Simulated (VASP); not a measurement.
# InP (F-43m) in VASP: a series of runs

The runs below take InP through single point, with PBE.

Everything below comes from runs of VASP 6.6.1. Logs are shortened: lines on timing, memory, paths and dates and some standing lists are left out, and cuts for length are marked.

**The experiment to reproduce.**

From a printed reference work, data compilation, for a bulk crystal of InP at 1.6 K: band gap 1.4236 eV (direct).

The results are compared with them further down.

## Step 1: The structure

It takes space group F-43m (No. 216, cubic). The conventional cell has a = 5.960 Å, b = 5.960 Å, c = 5.960 Å, α = 90.00°, β = 90.00°, γ = 90.00°. In (site symmetry -43m) has 4 P at 2.58 Å as nearest neighbours. Around P (site symmetry -43m) lie 4 In at 2.58 Å.

## Step 2: Single point, PBE

INCAR reads:

```
SYSTEM = InP
PREC = Accurate
ENCUT = 520
EDIFF = 1E-7
ISMEAR = 0
SIGMA = 0.02
LREAL = .False.
LASPH = .True.
NELM = 100
ALGO = Fast
ISIF = 2
LWAVE = .False.
LCHARG = .True.
GGA = PE
LELF = .True.
LVHAR = .True.
NBANDS = 16
```

KPOINTS reads:

```
regular mesh
0
Gamma
  10 10 10
  0 0 0
```

POSCAR reads:

```
InP
1.0
    0.0000000000      2.9800342075      2.9800342075
    2.9800342075      0.0000000000      2.9800342075
    2.9800342075      2.9800342075      0.0000000000
In P
1 1
Direct
    0.0000000000      0.0000000000      0.0000000000
    0.7500000000      0.7500000000      0.7500000000
```

Potentials or basis: VASP PAW PBE potentials, release 64 (In_d, P).

Run with:

```console
$ cat potpaw_PBE.64/In_d/POTCAR potpaw_PBE.64/P/POTCAR > POTCAR
$ mpirun -np 1 vasp_std > vasp.out
```

OUTCAR:

```text
SYSTEM = InP
   PREC = Accurate
   ENCUT = 520
   EDIFF = 1E-7
   ISMEAR = 0
   LREAL = .False.
   LASPH = .True.
   NELM = 100
   ISIF = 2
   GGA = PE

 ion  position               nearest neighbor table
   1  0.000  0.000  0.000-   2 2.58   2 2.58   2 2.58   2 2.58
   2  0.750  0.750  0.750-   1 2.58   1 2.58   1 2.58   1 2.58

  LATTYP: Found a face centered cubic cell.
 ALAT       =     5.9600684150

  Lattice vectors:

 A1 = (   0.0000000000,   2.9800342075,   2.9800342075)
 A2 = (   2.9800342075,   0.0000000000,   2.9800342075)
 A3 = (   2.9800342075,   2.9800342075,   0.0000000000)

Analysis of symmetry for initial positions (statically):
=====================================================================
 Subroutine PRICEL returns:
 Original cell was already a primitive cell.

 Routine SETGRP: Setting up the symmetry group for a
 face centered cubic supercell.

 Subroutine GETGRP returns: Found 24 space group operations
 (whereof 24 operations were pure point group operations)
 out of a pool of 48 trial point group operations.

The static configuration has the point symmetry T_d .

Analysis of symmetry for dynamics (positions and initial velocities):
=====================================================================
 Subroutine PRICEL returns:
 Original cell was already a primitive cell.

 Routine SETGRP: Setting up the symmetry group for a
 face centered cubic supercell.

 Subroutine GETGRP returns: Found 24 space group operations
 (whereof 24 operations were pure point group operations)
 out of a pool of 48 trial point group operations.

The dynamic configuration has the point symmetry T_d .

 Subroutine INISYM returns: Found 24 space group operations
 (whereof 24 operations are pure point group operations),
 and found     1 'primitive' translations

----------------------------------------------------------------------------------------

                                     Primitive cell

  volume of cell :      52.9290

  direct lattice vectors                    reciprocal lattice vectors
     0.000000000  2.980034208  2.980034208    -0.167783309  0.167783309  0.167783309
     2.980034208  0.000000000  2.980034208     0.167783309 -0.167783309  0.167783309
     2.980034208  2.980034208  0.000000000     0.167783309  0.167783309 -0.167783309

  length of vectors
     4.214404793  4.214404793  4.214404793     0.290609216  0.290609216  0.290609216

  position of ions in fractional coordinates (direct lattice)
     0.000000000  0.000000000  0.000000000
     0.750000000  0.750000000  0.750000000

  ion indices of the primitive-cell ions
   primitive index   ion index
                 1           1
                 2           2

----------------------------------------------------------------------------------------

 KPOINTS: regular mesh

Automatic generation of k-mesh.
 Grid dimensions read from file:
 generate k-points for:   10   10   10

 Generating k-lattice:

  Cartesian coordinates                     Fractional coordinates (reciprocal lattice)
    -0.016778331  0.016778331  0.016778331     0.100000000  0.000000000  0.000000000
     0.016778331 -0.016778331  0.016778331     0.000000000  0.100000000  0.000000000
     0.016778331  0.016778331 -0.016778331     0.000000000  0.000000000  0.100000000

  Length of vectors
     0.029060922  0.029060922  0.029060922

  Shift w.r.t. Gamma in fractional coordinates (k-lattice)
     0.000000000  0.000000000  0.000000000

 Subroutine IBZKPT returns following result:
 ===========================================

 Found     47 irreducible k-points:

 Following reciprocal coordinates:
            Coordinates               Weight
  0.000000  0.000000  0.000000      1.000000
  0.100000  0.000000  0.000000      8.000000
  0.200000  0.000000  0.000000      8.000000
  0.300000  0.000000  0.000000      8.000000
  0.400000  0.000000  0.000000      8.000000
  0.500000  0.000000  0.000000      4.000000
[... 16 lines left out ...]
  0.300000  0.300000  0.000000      6.000000
  0.400000  0.300000  0.000000     24.000000
 [... further k-points ...]
   k-points           NKPTS =     47   k-points in BZ     NKDIM =     47   number of bands    NBANDS=     16
   number of dos      NEDOS =    301   number of ions     NIONS =      2
   total plane-waves  NPLWV =  32768
   dimension x,y,z NGX =    32 NGY =   32 NGZ =   32
   dimension x,y,z NGXF=    64 NGYF=   64 NGZF=   64
   ions per type =               1   1
   NGX,Y,Z   is equivalent  to a cutoff of  12.62, 12.62, 12.62 a.u.
   NGXF,Y,Z  is equivalent  to a cutoff of  25.25, 25.25, 25.25 a.u.
 SYSTEM =  InP
   PREC   = accura    normal or accurate (medium, high low for compatibility)
   ISTART =      0    job   : 0-new  1-cont  2-samecut
   ICHARG =      2    charge: 1-file 2-atom 10-const
   ISPIN  =      1    spin polarized calculation?
   LNONCOLLINEAR =      F non collinear calculations
   LSORBIT =      F    spin-orbit coupling
   LASPH  =      T    aspherical Exc in radial PAW
   ENCUT  =  520.0 eV  38.22 Ry    6.18 a.u.   7.84  7.84  7.84*2*pi/ulx,y,z
   NELM   =    100;   NELMIN=  2; NELMDL= -5     # of ELM steps
   EDIFF  = 0.1E-06   stopping-criterion for ELM
   LREAL  =      F    real-space projection
   EDIFFG = 0.1E-05   stopping-criterion for IOM
   NSW    =      0    number of steps for IOM
   IBRION =     -1    ionic relax: 0-MD 1-quasi-New 2-CG
   NFREE  =      0    steps in history (QN), initial steepest desc. (CG)
   ISIF   =      2    stress and relaxation
   ISYM   =      2    0-nonsym 1-usesym 2-fastsym
   POTIM  = 0.5000    time-step for ionic-motion
   TEBEG  =    0.0;   TEEND  =   0.0 temperature during run
   PSTRESS=    0.0 pullay stress
   NELECT =      18.0000    total number of electrons
   NUPDOWN=      -1.0000    fix difference up-down
   EMIN   =  10.00;   EMAX   =-10.00  energy-range for DOS
   EFERMI =   0.00;   METHOD = LEGACY
   ISMEAR =     0;   SIGMA  =   0.02  broadening in eV -4-tet -1-fermi 0-gaus
   EFERMI_NEDOS =   21; number of points for ismear=-14 and -15
   IALGO  =     68    algorithm
   IMIX   =      4    mixing-type and parameters
     AMIX     =   0.40;   BMIX     =  1.00
     AMIX_MAG =   1.60;   BMIX_MAG =  1.00
  volume/ion in A,a.u.               =      26.46       178.59
  Fermi-wavevector in a.u.,A,eV,Ry     =   1.142706  2.159401 17.766167  1.305776
  Thomas-Fermi vector in A             =   2.279403
   LORBIT       =      0    0 simple, 1 ext, 2 COOP (PROOUT), +10 PAW based schemes
   GGA     = PE    functional components
   LHFCALC =     F    Hartree Fock is set to
   AEXX    =    0.0000 exact exchange contribution
   IVDW    =     0    specifies the selected vdW correction
   LEPSILON=     F    determine dielectric tensor
   LRPA    =     F    only Hartree local field effects (RPA)
 non-spin polarized calculation
 RMM-DIIS sequential band-by-band and
 Gauss-broadening in eV      SIGMA  =   0.02
  energy-cutoff  :      520.00
  volume of cell :       52.93
 maximum number of plane-waves:      1458
   NGX = 15   NGY = 15   NGZ = 15

 number of electron      18.0000005 magnetization

 Free energy of the ion-electron system (eV)
  ---------------------------------------------------
  ext. energy  EPLUGINS =         0.00000000
  ---------------------------------------------------
  free energy    TOTEN  =        -8.40801283 eV

  energy without entropy =       -8.40801283  energy(sigma->0) =       -8.40801283

 E-fermi :   4.8016     XC(G=0):  -9.0618

 val. band max:        4.6535730420   @ k =   0.0000   0.0000   0.0000
 cond. band min:       5.0912575727   @ k =   0.0000   0.0000   0.0000
 fundamental gap:      0.4376845307
 Fermi energy:         4.8016225722

 k-point     1 :       0.0000    0.0000    0.0000
  band No.  band energies     occupation
      1      -9.4406      2.00000
      2      -9.4406      2.00000
      3      -9.4406      2.00000
      4      -9.3121      2.00000
      5      -9.3121      2.00000
      6      -6.5312      2.00000
[... 8 lines left out ...]
     15      14.0219      0.00000
     16      14.0219      0.00000

 k-point     2 :       0.1000    0.0000    0.0000
  band No.  band energies     occupation
      1      -9.4505      2.00000
      2      -9.4365      2.00000
      3      -9.4365      2.00000
      4      -9.3121      2.00000
      5      -9.3121      2.00000
      6      -6.4254      2.00000
[... 8 lines left out ...]
     15      13.5588      0.00000
     16      13.5588      0.00000

 k-point     3 :       0.2000    0.0000    0.0000
  band No.  band energies     occupation
      1      -9.4756      2.00000
      2      -9.4265      2.00000
      3      -9.4265      2.00000
      4      -9.3111      2.00000
      5      -9.3111      2.00000
      6      -6.1216      2.00000
[... 8 lines left out ...]
     15      13.1567      0.00000
     16      13.9025      0.00000

 k-point     4 :       0.3000    0.0000    0.0000
  band No.  band energies     occupation
      1      -9.5055      2.00000
      2      -9.4161      2.00000
      3      -9.4161      2.00000
      4      -9.3078      2.00000
      5      -9.3078      2.00000
      6      -5.6696      2.00000
[... 8 lines left out ...]
     15      13.4256      0.00000
     16      13.5018      0.00000
[... 324 lines left out ...]
 k-point    22 :      -0.2000    0.2000    0.0000
  band No.  band energies     occupation
      1      -9.5146      2.00000
      2      -9.4094      2.00000
      3      -9.4078      2.00000
      4      -9.3158      2.00000
      5      -9.3049      2.00000
      6      -5.5156      2.00000
[... 8 lines left out ...]
     15      14.7244      0.00000
     16      15.7349      0.00000

 k-point    23 :       0.3000    0.3000    0.0000
  band No.  band energies     occupation
      1      -9.5482      2.00000
      2      -9.3841      2.00000
      3      -9.3841      2.00000
      4      -9.3376      2.00000
      5      -9.2929      2.00000
      6      -5.3786      2.00000
[... 8 lines left out ...]
     15      14.7799      0.00000
     16      17.2394      0.00000

 k-point    24 :       0.4000    0.3000    0.0000
  band No.  band energies     occupation
      1      -9.5648      2.00000
      2      -9.3763      2.00000
      3      -9.3736      2.00000
      4      -9.3404      2.00000
      5      -9.2898      2.00000
      6      -4.9986      2.00000
[... 8 lines left out ...]
     15      15.1828      0.00000
     16      17.0895      0.00000

 [... further k-points ...]
[... 5 lines left out ...]
  --------------------------------------------------------------------------------------
  -------------------------------------------------------------------------------------
  Total       -0.0212888     -0.0212888     -0.0212888     -0.0000000      0.0000000      0.0000000
  in kB       -0.6444198     -0.6444198     -0.6444198     -0.0000000      0.0000000      0.0000000
  external PRESSURE =      -0.6444198 kB  Pullay stress =       0.0000000 kB

 VOLUME and BASIS-vectors are now :
 -----------------------------------------------------------------------------
  energy-cutoff  :      520.00
  volume of cell :       52.93
      direct lattice vectors                 reciprocal lattice vectors
     0.000000000  2.980034208  2.980034208    -0.167783309  0.167783309  0.167783309
     2.980034208  0.000000000  2.980034208     0.167783309 -0.167783309  0.167783309
     2.980034208  2.980034208  0.000000000     0.167783309  0.167783309 -0.167783309

 POSITION                                       TOTAL-FORCE (eV/Angst)
 -----------------------------------------------------------------------------------
      0.00000      0.00000      0.00000        -0.000000     -0.000000     -0.000000
      4.47005      4.47005      4.47005         0.000000      0.000000      0.000000
 -----------------------------------------------------------------------------------
    total drift:                                0.000000      0.000000      0.000000

  FREE ENERGIE OF THE ION-ELECTRON SYSTEM (eV)
  ---------------------------------------------------
  free  energy   TOTEN  =        -8.4080128347 eV

  energy  without entropy=       -8.4080128347  energy(sigma->0) =       -8.40801283
```

Run time: 52 s. Hardware: 1 thread of Intel Xeon Platinum 8259CL at 2.50GHz (Skylake/Cascade Lake), shared host; peak memory 0.19 GiB.

What came out:

| Property | Result |
| --- | --- |
| Free energy | -8.4080 eV |
| Pressure | -0.1 GPa |
| Band gap on the k mesh | 0.44 eV, direct |

Levels at points of the mesh, in eV from the valence-band top:
```csv
k point,band 5,band 6,band 7,band 8,band 9,band 10,band 11,band 12,band 13,band 14
"(0.00, 0.00, 0.00)",-13.97,-11.18,0.00,0.00,0.00,0.44,4.09,4.09,4.09,8.35
"(0.50, 0.00, 0.00)",-13.95,-9.62,-5.47,-0.90,-0.90,1.38,4.80,4.80,6.99,9.26
"(0.50, 0.50, 0.00)",-13.94,-9.02,-5.54,-2.16,-2.16,1.85,2.26,8.91,9.26,9.26
```

Caveat: spin-orbit coupling is left out, which moves the levels of the heavy elements.

## Step 3: Single point, PBE

This run uses another cell than the first one, of 25.17 Å³/atom, 0.951 times its volume.

INCAR reads:

```
SYSTEM = InP
PREC = Accurate ; ENCUT = 520
EDIFF = 1E-6 ; ISMEAR = 0
SIGMA = 0.1 ; LREAL = .False.
LASPH = .True. ; NELM = 80
ALGO = Fast ; ISIF = 2
LWAVE = .False. ; LCHARG = .False.
GGA = PE ; NBANDS = 16
```

KPOINTS reads:

```
Automatic mesh
0
Gamma
  6 6 6
  0 0 0
```

POSCAR reads:

```
InP
1.0
    0.0000000000      2.9305000000      2.9305000000
    2.9305000000      0.0000000000      2.9305000000
    2.9305000000      2.9305000000      0.0000000000
In P
1 1
Direct
    0.0000000000      0.0000000000      0.0000000000
    0.7500000000      0.7500000000      0.7500000000
```

Potentials or basis: VASP PAW PBE potentials, release 64 (In_d, P).

Run with:

```console
$ cat potpaw_PBE.64/In_d/POTCAR potpaw_PBE.64/P/POTCAR > POTCAR
$ mpirun -np 1 vasp_std > vasp.out
```

Wall time 12 s (1 thread of AMD EPYC 9R45 (Zen 5), shared host); peak memory 0.14 GiB.

The run converged. Its results:

```yaml
Free_energy: -8.3701 eV
Pressure: 3.2 GPa
Band_gap_on_the_k_mesh: 0.71 eV, direct
```

Levels at points of the mesh, in eV from the valence-band top:
| k point | band 7 | band 8 | band 9 | band 10 | band 11 | band 12 |
| --- | --- | --- | --- | --- | --- | --- |
| (0.00, 0.00, 0.00) | 0.00 | 0.00 | 0.00 | 0.71 | 4.09 | 4.09 |
| (0.50, 0.00, 0.00) | -5.73 | -0.97 | -0.97 | 1.50 | 4.81 | 4.81 |
| (0.50, 0.50, 0.00) | -5.75 | -2.32 | -2.32 | 1.76 | 2.27 | 9.21 |

Caveat: spin-orbit coupling is left out, which moves the levels of the heavy elements.

## Step 4: Comparison with measurements

Step 2. Against the measured gap of InP, 1.4236 eV (direct; 1.6 K; a printed reference work, data compilation), the calculated 0.44 eV is off by -0.99 eV. Spin-orbit coupling on In is left out. The value is that of PBE, without temperature or zero-point motion. Semilocal functionals fall short of measured gaps as a rule.

Step 3. Measured gap of InP: 1.4236 eV (direct; 1.6 K; a printed reference work, data compilation). This calculation gives 0.71 eV (-0.71 eV). Spin-orbit coupling on In is left out. The value is that of PBE, without temperature or zero-point motion. Semilocal functionals fall short of measured gaps as a rule.
